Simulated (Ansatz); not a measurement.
Write the native input for Ansatz 0.2.0 that does the following.

```yaml
Task: single point
Functional: PBE
Potentials_or_basis: Ansatz PAW
Cutoff: "420 eV (not typed: the program's choice for these potentials)"
k_mesh: 12 × 12 × 4
Occupations: fermi-dirac, width 0.05 eV
Spin: collinear spin, ferromagnetic start
Starting_moments: "[3.5, 3.5, 3.5, 3.5] μB"
```

The system is Co.

```
CELL_PARAMETERS angstrom
2.47056 0.00000 0.00000
-1.23528 2.13957 0.00000
0.00000 0.00000 8.08823
ATOMIC_POSITIONS crystal
Co 0.66667 0.33333 0.75000
Co 0.00000 0.00000 0.50000
Co 0.33333 0.66667 0.25000
Co 0.00000 0.00000 0.00000
```

One way to write it, as run:

input.yaml

```yaml
crystal:
  lattice:
    - [2.4705617809, 0.0, 0.0]
    - [-1.2352808905, 2.1395692639, 0.0]
    - [0.0, 0.0, 8.0882338]
  atoms:
    - { symbol: Co, position: [0.6666666667, 0.3333333333, 0.75], spin: 3.5 }
    - { symbol: Co, position: [0.0, 0.0, 0.5], spin: 3.5 }
    - { symbol: Co, position: [0.3333333333, 0.6666666667, 0.25], spin: 3.5 }
    - { symbol: Co, position: [0.0, 0.0, 0.0], spin: 3.5 }
hamiltonian:
  xc: pbe
  pseudopotentials: { kind: paw }
magnetization:
  spin_polarized: true
kpoints:
  mp_grid: { grid: [12, 12, 4] }
scf:
  occupations: { method: fermi_dirac, width: 0.05 }
output:
  forces: true
  stress: true
  eigenvalues: true
```

Potentials or basis: Ansatz PAW.

Run with:

```console
$ ansatz run input.yaml --threads 2 --pin off --max-ram 5120MiB --backend cpu --events-out ev --progress --plain --runs-dir out
```

It gave:

```json
{
  "Pressure": "4.7 GPa",
  "Band gap on the k mesh": "none (metal or under the smearing width)",
  "Net moment": "6.61 μB per cell",
  "Absolute moment": "7.21 μB per cell",
  "Site moments": "Co +1.73, +1.71 μB"
}
```

Run time: 12 s on 2 threads of Intel(R) Xeon(R) Platinum 8175M CPU @ 2.50GHz (Skylake/Cascade Lake), on a shared host, peak memory 0.57 GiB.
